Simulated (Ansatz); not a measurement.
# Sn: band structure with BLYP

Sn:

```xyz
2
Lattice="-2.8795 2.8657 1.6346 2.8350 -2.8860 1.5900 3.0050 3.0115 -1.6719" Properties=species:S:1:pos:R:3 pbc="T T T"
Sn    0.0000    0.0000    0.0000
Sn    0.0516    2.9335    0.7875
```

The cell isn't the ideal one: cell strained at random at fixed volume.

```yaml
Program: Ansatz 0.2.0
Task: band structure
Functional: BLYP
Potentials_or_basis: Ansatz PAW
Cutoff: "420 eV (not typed: the program's choice for these potentials)"
k_mesh: 7 × 7 × 5
Occupations: fermi-dirac, width 0.01 eV
Spin: no spin polarisation
Path: "[[\"X\", \"G\", \"Y\"], [\"L\", \"G\", \"Z\"], [\"N\", \"G\", \"M\"], [\"R\", \"G\"]]"
Points_for_each_segment_of_the_path: 14
```

The pressure is 5.8 GPa and the largest force is 0.066 eV/Å. The band gap on the k mesh is none (metal or under the smearing width).

Forces on the atoms (eV/Å):
```
Sn   0.056 -0.005  0.035
Sn  -0.056  0.005 -0.035
```

Stress tensor (GPa, compression positive):
```
 5.70 -0.64  1.16
-0.64  6.30  1.15
 1.16  1.15  5.39
```

Levels at the corners of the path, in eV from the Fermi level:
```
point  band 10  band 11  band 12  band 13  band 14  band 15  band 16  band 17  band 18  band 19
    X   -21.20    -8.65    -8.61     0.54     0.57     1.45     1.47     5.45     6.04     9.20
    Γ   -21.08   -10.91    -3.73    -2.07    -1.47     3.58     6.06     6.34     6.49     6.57
    Y   -21.19    -8.80    -8.78     0.93     0.94     2.06     2.07     5.79     6.02     9.52
    L   -21.26    -7.52    -7.42    -4.46    -4.46     4.89     4.89     9.03     9.16    12.72
    Γ   -21.08   -10.91    -3.73    -2.07    -1.47     3.58     6.06     6.34     6.49     6.57
    Z   -21.14    -6.94    -5.29    -2.31    -1.66    -0.92     2.55     2.75     4.63     7.47
    N   -21.14    -6.84    -5.30    -2.39    -1.67    -1.04     2.50     2.66     4.67     7.56
    Γ   -21.08   -10.91    -3.73    -2.07    -1.47     3.58     6.06     6.34     6.49     6.57
    M   -21.14    -7.08    -5.34    -2.18    -1.49    -0.91     2.68     3.22     4.63     7.50
    R   -21.14    -7.04    -5.30    -2.19    -1.45    -1.01     2.65     2.93     4.57     7.38
    Γ   -21.08   -10.91    -3.73    -2.07    -1.47     3.58     6.06     6.34     6.49     6.57
```

Wall time 13 s on 1 thread of Arm Neoverse V1, with other jobs on the host, peak memory 0.38 GiB.

Caveat: spin-orbit coupling is left out, which moves the levels of the heavy elements; the PAW data sets come from PBE, with cores solved anew for the run's functional, which leaves a small shift of forces and pressure.
